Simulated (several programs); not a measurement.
**What each method gives for KNbO3 (cubic perovskite)**

KNbO3 in the cubic perovskite structure, relaxed with r2SCAN in Ansatz, was computed with several methods. Space group Pm-3m (No. 221), cubic; a = 3.996 Å in the conventional setting, 12.77 Å³ an atom. K has 12 O at 2.83 Å; Nb has 6 O at 2.00 Å; O has 2 Nb at 2.00 Å and 4 K at 2.83 Å. The values are computed, spin-unpolarised, and not measurements.

```yaml
crystal:
  lattice:
    - [3.99645, 0.00000, 0.00000]
    - [0.00000, 3.99645, 0.00000]
    - [0.00000, 0.00000, 3.99645]
  atoms:
    - { symbol: K, position: [0.00000, 0.00000, 0.00000] }
    - { symbol: Nb, position: [0.50000, 0.50000, 0.50000] }
    - { symbol: O, position: [0.50000, 0.50000, 0.00000] }
    - { symbol: O, position: [0.50000, 0.00000, 0.50000] }
    - { symbol: O, position: [0.00000, 0.50000, 0.50000] }
```

Gaps and times are for a single point on this cell; volume and bulk modulus come from each method's own relaxation or energy curve at fixed shape. Times are rough, from shared hosts (Arm Neoverse N1; Intel Xeon 6975P-C), and each method has its own mesh and cell size. Gaps from k meshes are read at a limited set of points (mesh, symmetry points, PBE's band edges), so each method's own least gap may be somewhat smaller. Minimal bases can be far off for gaps. Times of the plane-wave ladder aren't listed, since it ran on unlike processors and cards. GLLB-SC's gap includes the derivative discontinuity. d marks a direct gap, i an indirect one (no mark: not told apart), a dash a value that wasn't computed or didn't pass its checks.

```json
{"method": "PBEsol", "kind": "semilocal", "gap (eV)": "–", "own volume (Å³/atom)": "12.67", "bulk modulus (GPa)": "–", "atoms computed": "5", "processor time": "–"}
{"method": "light PBE (260 eV and a coarse mesh)", "kind": "light plane-wave", "gap (eV)": "1.15 i", "own volume (Å³/atom)": "–", "bulk modulus (GPa)": "–", "atoms computed": "5", "processor time": "1.4 s"}
{"method": "LDA", "kind": "semilocal", "gap (eV)": "1.49 i", "own volume (Å³/atom)": "12.36", "bulk modulus (GPa)": "–", "atoms computed": "5", "processor time": "–"}
{"method": "PBE", "kind": "semilocal", "gap (eV)": "1.57 i", "own volume (Å³/atom)": "13.05", "bulk modulus (GPa)": "175", "atoms computed": "5", "processor time": "–"}
{"method": "PBE+SOC", "kind": "semilocal", "gap (eV)": "1.53 i", "own volume (Å³/atom)": "–", "bulk modulus (GPa)": "–", "atoms computed": "5", "processor time": "–"}
{"method": "r2SCAN", "kind": "semilocal", "gap (eV)": "1.95 i", "own volume (Å³/atom)": "12.77", "bulk modulus (GPa)": "195", "atoms computed": "5", "processor time": "–"}
{"method": "GLLB-SC (GPAW)", "kind": "model potential", "gap (eV)": "3.44", "own volume (Å³/atom)": "–", "bulk modulus (GPa)": "–", "atoms computed": "5", "processor time": "22 s"}
{"method": "PBE/SZV (CP2K)", "kind": "small basis", "gap (eV)": "0.69 i", "own volume (Å³/atom)": "13.65", "bulk modulus (GPa)": "167", "atoms computed": "5", "processor time": "26 s"}
{"method": "LC-ωPBE", "kind": "hybrid", "gap (eV)": "8.03 i", "own volume (Å³/atom)": "–", "bulk modulus (GPa)": "–", "atoms computed": "5", "processor time": "–"}
{"method": "PBE0", "kind": "hybrid", "gap (eV)": "3.55 i", "own volume (Å³/atom)": "–", "bulk modulus (GPa)": "–", "atoms computed": "5", "processor time": "–"}
{"method": "HSE06", "kind": "hybrid", "gap (eV)": "2.81 i", "own volume (Å³/atom)": "–", "bulk modulus (GPa)": "–", "atoms computed": "5", "processor time": "–"}
{"method": "DDH-PBE0", "kind": "hybrid", "gap (eV)": "2.78 i", "own volume (Å³/atom)": "–", "bulk modulus (GPa)": "–", "atoms computed": "5", "processor time": "–"}
{"method": "PBE/DZVP (CP2K)", "kind": "small basis", "gap (eV)": "1.45 i", "own volume (Å³/atom)": "13.09", "bulk modulus (GPa)": "176", "atoms computed": "5", "processor time": "84 s"}
```

Against HSE06 (2.81 eV) and with closed or daggered gaps left aside, the nearest gap at the points sampled is that of DDH-PBE0 (-0.03 eV) and the farthest that of LC-ωPBE (+5.22 eV). HSE06 is only a yardstick of convenience, and nearness to it can be luck.

Volumes against r2SCAN's: PBEsol -0.7 %, LDA -3.2 %, PBE +2.3 %, PBE/SZV (CP2K) +6.9 %, PBE/DZVP (CP2K) +2.5 %.

Only the rows marked +SOC include spin-orbit coupling.
